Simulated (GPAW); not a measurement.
Al:

```
Al
1.0
     0.00000    2.02481    2.02481
     2.02481    0.00000    2.02481
     2.02481    2.02481    0.00000
Al
1
Direct
  0.00000 0.00000 0.00000
```

Base run:

| Quantity | Value |
| --- | --- |
| Program | GPAW 26.7.0 |
| Functional | RPBE |
| Potentials or basis | the program's PAW data sets (release 1.2.1) made for this functional |
| Cutoff | 600 eV |
| Basis | pw |
| k mesh | 11 × 11 × 11 |
| Occupations | gaussian, width 0.02 eV |
| Spin | no spin polarisation |

Its results: band gap on the k mesh none (metal or under the smearing width); pressure 1.1 GPa.

Task: The run is repeated on the same cell with these changes: functional from RPBE to LDA; occupations from gaussian, width 0.02 eV to methfessel-paxton, width 0.2 eV. What comes out?

Result: Band gap on the k mesh none (metal or under the smearing width); pressure -3.5 GPa.

Caveats: this smearing can pin the Fermi level at a band edge (some runs).
